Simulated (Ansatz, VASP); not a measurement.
# AlH3 (AlH3 (R-3c)): VASP beside Ansatz

Wanted: the spread between two codes on one cell, functional and k mesh. The cell is taken from a series of runs on this material, whose earlier steps may have relaxed, scaled, displaced or heated it; both programs get it as it stands.

Calculated with Ansatz 0.2.0; plane waves, with VASP 6.6.1 beside it; relaxation of cell and atoms at r2SCAN.

## 1. The structure

Symmetry: R-3c, No. 167, trigonal system. Conventional cell: a = 4.407 Å, b = 4.407 Å, c = 11.711 Å, α = 90.00°, β = 90.00°, γ = 120.00°. Nearest to Al lie 6 H at 1.71 Å. H has 2 Al at 1.71 Å nearest. Farther neighbours are not listed.

Coordinates:

```
Al H
1.0
     2.20370    1.27231    3.90353
    -2.20370    1.27231    3.90353
     0.00000   -2.54462    3.90353
Al H
2 6
Cartesian
  0.0000 0.0000 5.8553
  0.0000 0.0000 0.0000
  -0.8096 1.1424 4.8794
  1.3941 0.1300 4.8794
  0.5845 1.2723 6.8312
  -1.3941 -0.1300 6.8312
  0.8096 -1.1424 6.8312
  -0.5845 -1.2723 4.8794
```

## 2. VASP: relaxation of cell and atoms, r2SCAN

The relaxed volume is the usual yardstick between codes: in a stiff, nearly cubic crystal its relative difference is about their pressure difference at one cell divided by the bulk modulus.

Lines of VASP's logs that name or quote its potential files are left out, and so is its time.

The input, INCAR:

```
SYSTEM = AlH3
PREC = Accurate
ENCUT = 550
EDIFF = 1E-07
NELM = 120
ISMEAR = 0
SIGMA = 0.01
LREAL = .FALSE.
ALGO = Normal
METAGGA = R2SCAN
LASPH = .TRUE.
NBANDS = 14
LORBIT = 11
LWAVE = .FALSE.
LCHARG = .FALSE.
ISIF = 3
IBRION = 2
NSW = 80
EDIFFG = -0.005
GGA_COMPAT = .FALSE.
NELMIN = 4
EFERMI = MIDGAP
LMIXTAU = .TRUE.
KPAR = 2
```

The input, POSCAR:

```
AlH3
1.0
    2.2037020000      1.2723080000      3.9035310000
   -2.2037020000      1.2723080000      3.9035310000
    0.0000000000     -2.5446160000      3.9035310000
Al H
2 6
Direct
    0.5000000427      0.5000000427      0.5000000427
    0.0000000000      0.0000000000      0.0000000000
    0.3826197433      0.7500001786      0.1173801421
    0.7500000910      0.1173800725      0.3826199006
    0.8826197703      0.6173801870      0.2499999787
    0.2499999090      0.8826199275      0.6173800994
    0.6173802567      0.2499998214      0.8826198579
    0.1173802297      0.3826198130      0.7500000213
```

The input, KPOINTS:

```
Automatic mesh
0
Gamma
8 8 8
0 0 0
```

Potentials, in the order of the species: Al and H (PBE family, release 64).

Run with:

```bash
$ mpirun -np 2 vasp_std
```

Numbers of over 12 decimals in the logs are rounded to 6 here.

Log:

```text
[banner, memory and clock lines left out]
running    2 mpi-ranks, on    1 nodes
 distrk:  each k-point on    1 cores,    2 groups
 distr:  one band on    1 cores,    1 groups

 POSCAR found type information on POSCAR AlH
 POSCAR found :  2 types and       8 ions
|                                                                             |
|               ----> ADVICE to this user running VASP <----                  |
|                                                                             |
|     You enforced a specific xc type in the INCAR file but a different       |
|     [... a line on the potential file left out ...]
|     I HOPE YOU KNOW WHAT YOU ARE DOING!                                     |
|                                                                             |

 LDA part: xc-table for (None), standard interpolation
 POSCAR, INCAR and KPOINTS ok, starting setup
 FFT: planning ... GRIDC
 FFT: planning ... GRID_SOFT
 FFT: planning ... GRID
 WAVECAR not read
 entering main loop
       N       E                     dE             d eps       ncg     rms          rms(c)
DAV:   1    -0.471907112957E+01   -0.47191E+01   -0.48130E+03  1820   0.723E+02
DAV:   2    -0.356409060598E+02   -0.30922E+02   -0.28622E+02  2290   0.110E+02
DAV:   3    -0.372679120098E+02   -0.16270E+01   -0.16219E+01  2366   0.238E+01
DAV:   4    -0.372819512514E+02   -0.14039E-01   -0.14038E-01  2054   0.259E+00
DAV:   5    -0.372823067988E+02   -0.35555E-03   -0.35554E-03  2396   0.425E-01    0.905E+00
DAV:   6    -0.348815843712E+02    0.24007E+01   -0.31716E-01  1952   0.375E+00    0.521E+00
DAV:   7    -0.351498053626E+02   -0.26822E+00   -0.93106E-01  1850   0.744E+00    0.763E-01
DAV:   8    -0.349032249731E+02    0.24658E+00   -0.19291E-01  1862   0.448E+00    0.409E-01
DAV:   9    -0.347818461203E+02    0.12138E+00   -0.14888E-01  1826   0.312E+00    0.292E-01
DAV:  10    -0.347992963691E+02   -0.17450E-01   -0.46349E-02  1952   0.268E+00    0.154E-01
DAV:  11    -0.347887513265E+02    0.10545E-01   -0.42373E-02  1820   0.261E+00    0.790E-02
DAV:  12    -0.347914890859E+02   -0.27378E-02   -0.12074E-02  1820   0.139E+00    0.726E-02
DAV:  13    -0.347801842075E+02    0.11305E-01   -0.16832E-03  1928   0.514E-01    0.231E-02
DAV:  14    -0.347801346482E+02    0.49559E-04   -0.11656E-04  2150   0.115E-01    0.231E-02
DAV:  15    -0.347799050723E+02    0.22958E-03   -0.47382E-05  1874   0.885E-02    0.153E-02
DAV:  16    -0.347798448707E+02    0.60202E-04   -0.18480E-05  1922   0.518E-02    0.500E-03
DAV:  17    -0.347798422758E+02    0.25949E-05   -0.41405E-06  1964   0.241E-02    0.202E-03
DAV:  18    -0.347798434742E+02   -0.11985E-05   -0.25372E-06  1844   0.158E-02    0.818E-04
DAV:  19    -0.347798438793E+02   -0.40507E-06   -0.33888E-07  2036   0.622E-03    0.723E-04
DAV:  20    -0.347798437998E+02    0.79444E-07   -0.18116E-08  1306   0.127E-03
   1 F= -.34779844E+02 E0= -.34779844E+02  d E =-.347798E+02
[...]
2 F= -.34780068E+02 E0= -.34780068E+02  d E =-.224590E-03
[...]
3 F= -.34780461E+02 E0= -.34780461E+02  d E =-.617412E-03
[...]
4 F= -.34780501E+02 E0= -.34780501E+02  d E =-.657258E-03
[...]
5 F= -.34780613E+02 E0= -.34780613E+02  d E =-.112342E-03
[...]
6 F= -.34780877E+02 E0= -.34780877E+02  d E =-.376023E-03
 curvature:  -6.49 expect dE=-0.143E-03 dE for cont linesearch -0.113E-03
 ZBRENT: increasing intervall
 opt :  18.6777  next Energy=   -34.781077 (dE=-0.575E-03)
 bond charge predicted
       N       E                     dE             d eps       ncg     rms          rms(c)
DAV:   1    -0.347811909749E+02   -0.31399E-03   -0.14809E-01  1850   0.273E+00    0.138E-01
DAV:   2    -0.347813114693E+02   -0.12049E-03   -0.20338E-03  2114   0.340E-01    0.737E-02
DAV:   3    -0.347813745788E+02   -0.63109E-04   -0.38102E-04  1826   0.174E-01    0.243E-02
DAV:   4    -0.347814869253E+02   -0.11235E-03   -0.17953E-04  1880   0.123E-01    0.116E-02
DAV:   5    -0.347810908133E+02    0.39611E-03   -0.86833E-05  1856   0.727E-02    0.894E-03
DAV:   6    -0.347810829911E+02    0.78222E-05   -0.10579E-05  1952   0.314E-02    0.385E-04
DAV:   7    -0.347810815161E+02    0.14750E-05   -0.18084E-06  1910   0.152E-02    0.300E-04
DAV:   8    -0.347810817231E+02   -0.20703E-06   -0.85960E-08  2144   0.352E-03    0.110E-04
DAV:   9    -0.347810817690E+02   -0.45891E-07   -0.24528E-08  1186   0.202E-03
   7 F= -.34781082E+02 E0= -.34781082E+02  d E =-.580712E-03
 curvature: -11.43 expect dE=-0.335E-04 dE for cont linesearch -0.751E-07
 trial: gam= 0.07523 g(F)=  0.219E-06 g(S)=  0.271E-05 ort =-0.721E-06 (trialstep = 0.523E+01)
 search vector abs. value=  0.327E-05
 reached required accuracy - stopping structural energy minimisation
```

Parts of OUTCAR (step 2):

```text
ion  position               nearest neighbor table
   1  0.500  0.500  0.500-   5 1.71   6 1.71   7 1.71   8 1.71   4 1.71   3 1.71   2 3.21   2 3.21
                             2 3.21   2 3.21   2 3.21   2 3.21
   2  0.000  0.000  0.000-   3 1.71   7 1.71   6 1.71   4 1.71   8 1.71   5 1.71   1 3.21   1 3.21
                             1 3.21   1 3.21   1 3.21   1 3.21
   3  0.383  0.750  0.117-   2 1.71   1 1.71
   4  0.750  0.117  0.383-   2 1.71   1 1.71
   5  0.883  0.617  0.250-   1 1.71   2 1.71
   6  0.250  0.883  0.617-   1 1.71   2 1.71
   7  0.617  0.250  0.883-   2 1.71   1 1.71
   8  0.117  0.383  0.750-   2 1.71   1 1.71

  LATTYP: Found a trigonal (rhomboedric) cell.
 ALAT       =     4.6596807208
 COS(alpha) =     0.5526747307

 Subroutine GETGRP returns: Found 12 space group operations
 (whereof  6 operations were pure point group operations)

The static configuration has the point symmetry S_6 .
 The point group associated with its full space group is D_3d.

 Found     65 irreducible k-points:

   k-points           NKPTS =     65   k-points in BZ     NKDIM =     65   number of bands    NBANDS=     14

   dimension x,y,z NGX =    36 NGY =   36 NGZ =   36
   dimension x,y,z NGXF=    72 NGYF=   72 NGZF=   72

   ENCUT  =  550.0 eV  40.42 Ry    6.36 a.u.   8.91  8.91  8.91*2*pi/ulx,y,z

   NELECT =      12.0000    total number of electrons

 k-points in reciprocal lattice and weights: Automatic mesh
   0.00000000  0.00000000  0.00000000       0.002
   0.12500000  0.00000000  0.00000000       0.012
   0.25000000  0.00000000  0.00000000       0.012
   0.37500000  0.00000000  0.00000000       0.012
   0.50000000  0.00000000  0.00000000       0.006
   0.12500000  0.12500000  0.00000000       0.012
   0.25000000  0.12500000  0.00000000       0.023
   0.37500000  0.12500000  0.00000000       0.023
   0.50000000  0.12500000  0.00000000       0.023
[...]
-0.37500000  0.50000000  0.37500000       0.012
   0.50000000  0.50000000  0.50000000       0.002

 average (electrostatic) potential at core
       1 -80.4846       2 -80.4846       3 -35.5171       4 -35.5171       5 -35.5171
       6 -35.5171       7 -35.5171       8 -35.5171

 E-fermi :   2.2168

 k-point     1 :       0.0000    0.0000    0.0000
  band No.  band energies     occupation
    ...
      2      -1.7864      2.00000
      3      -1.1169      2.00000
      4      -1.1169      2.00000
      5       0.5759      2.00000
      6       0.5759      2.00000
      7       3.7542      0.00000
      8       7.2692      0.00000
      9       7.3804      0.00000
     10       7.3804      0.00000
     11       8.4670      0.00000
    ...

 k-point     2 :       0.1250    0.0000    0.0000
  band No.  band energies     occupation
    ...
      2      -1.9054      2.00000
      3      -1.5545      2.00000
      4      -1.1526      2.00000
      5       0.3809      2.00000
      6       0.4789      2.00000
      7       4.1312      0.00000
      8       7.1191      0.00000
      9       7.1378      0.00000
     10       7.7492      0.00000
     11       7.8687      0.00000
    ...

 k-point     3 :       0.2500    0.0000    0.0000
  band No.  band energies     occupation
    ...
      2      -3.0861      2.00000
      3      -1.5195      2.00000
      4      -1.2027      2.00000
      5      -0.0734      2.00000
      6       0.1690      2.00000
      7       4.7434      0.00000
      8       6.4832      0.00000
      9       7.3090      0.00000
     10       7.8431      0.00000
     11       8.6809      0.00000
    ...

  Total        0.0106280      0.0106280      0.0149452      0.0000000      0.0000000      0.0000000
  in kB        0.2570034      0.2570035      0.3613984      0.0000000      0.0000000      0.0000000
  external PRESSURE =       0.2918018 kB  Pullay stress =       0.0000000 kB

  energy-cutoff  :      550.00
  volume of cell :       66.26
      direct lattice vectors                 reciprocal lattice vectors
     2.210614597  1.276298990  3.913884646     0.226181443  0.130585911  0.085166877
    -2.210614597  1.276298990  3.913884646    -0.226181443  0.130585911  0.085166877
     0.000000000 -2.552597980  3.913884646     0.000000000 -0.261171823  0.085166877

 POSITION                                       TOTAL-FORCE (eV/Angst)
 -----------------------------------------------------------------------------------
      0.00000      0.00000      5.87083         0.000000      0.000000     -0.000000
      0.00000     -0.00000      0.00000         0.000000      0.000000     -0.000000
     -0.82145      1.12981      4.89236         0.000435      0.000754     -0.000000
      1.38917      0.14649      4.89236         0.000435     -0.000754     -0.000000
      0.56772      1.27630      6.84930         0.000870      0.000000     -0.000000
     -1.38917     -0.14649      6.84930        -0.000435      0.000754     -0.000000
      0.82145     -1.12981      6.84930        -0.000435     -0.000754      0.000000
     -0.56772     -1.27630      4.89236        -0.000870      0.000000     -0.000000
 -----------------------------------------------------------------------------------
    total drift:                               -0.000007      0.000000      0.000015

  FREE ENERGIE OF THE ION-ELECTRON SYSTEM (eV)
  ---------------------------------------------------
  free  energy   TOTEN  =       -34.7810817690 eV

  energy  without entropy=      -34.7810817690  energy(sigma->0) =      -34.78108177

 reached required accuracy - stopping structural energy minimisation

 total charge
# of ion       s       p       d       tot
------------------------------------------
    1        0.345   0.393   0.000   0.739
    2        0.345   0.393   0.000   0.739
    3        0.615   0.006   0.000   0.621
    4        0.615   0.006   0.000   0.621
    5        0.615   0.006   0.000   0.621
    6        0.615   0.006   0.000   0.621
    7        0.615   0.006   0.000   0.621
    8        0.615   0.006   0.000   0.621
--------------------------------------------------
tot          4.384   0.821   0.000   5.205

[... 3 further parts left out ...]
```

[end of part 1 of 2]

[Lines on the potential files, build, host, timing and source positions are cut from VASP's logs without a mark.]

[Logs are printed without paths, hosts, clocks, repeated set-up lines and the standing remarks that a program may print on its own settings, such as how far it seeks lower states.]

[Hosts, paths, dates, database ids (printed as entryN), source tags and the programs' standing remarks are cut or masked in the printed files.]
